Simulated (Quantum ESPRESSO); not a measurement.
**SiNi under changes of volume**

One of the cells (11.288 Å³/atom); the others are scaled copies at fixed shape and fractional positions:

```xyz
4
Lattice="2.9428 0.0000 0.0000 0.0000 3.2803 0.0000 0.0000 0.0000 4.6774" Properties=species:S:1:pos:R:3 pbc="T T T"
Ni    1.4714    1.6402    1.6020
Ni    0.0000    0.0000    3.0754
Si    1.4714    1.6402    3.9438
Si    0.0000    0.0000    0.7337
```

The cell is a database's computed one.

| Quantity | Value |
| --- | --- |
| Program | Quantum ESPRESSO 7.5 |
| Functional | PBEsol |
| Potentials or basis | GBRV 1.5 PBEsol |
| Cutoff | 612 eV |
| Density cutoff | 4898 eV |
| k mesh | 8 × 7 × 5 |
| Occupations | fermi-dirac, width 0.05 eV |
| Spin | collinear spin, ferromagnetic start |
| Starting moments | [1.0, 1.0, 0.0, 0.0] μB |

```csv
volume (Å³/atom),energy over the lowest point (meV/atom),pressure (GPa)
10.611,30.09,14.6
10.837,13.16,9.2
11.062,3.38,4.4
11.288,0.00,0.1
11.514,?,?
11.740,9.86,-7.2
11.965,21.94,-10.2
```

Problem. What does the run at 11.514 Å³/atom give?

Solution. Energy over the lowest point 2.36 meV/atom; pressure -3.7 GPa.

Worked out: A Birch-Murnaghan fit of order 3 (a polynomial in V^(-2/3)) to the other rows has its minimum at 11.30 Å³/atom with B0 = V·E''(V) = 202 GPa and B' = 4.4 at fixed shape and positions, which overstates the stiffness. It gives 2.35 meV/atom at 11.514 Å³/atom, against the run's 2.36, and -dE/dV = -3.6 GPa, against -3.7.

Energies are extrapolated to zero smearing.
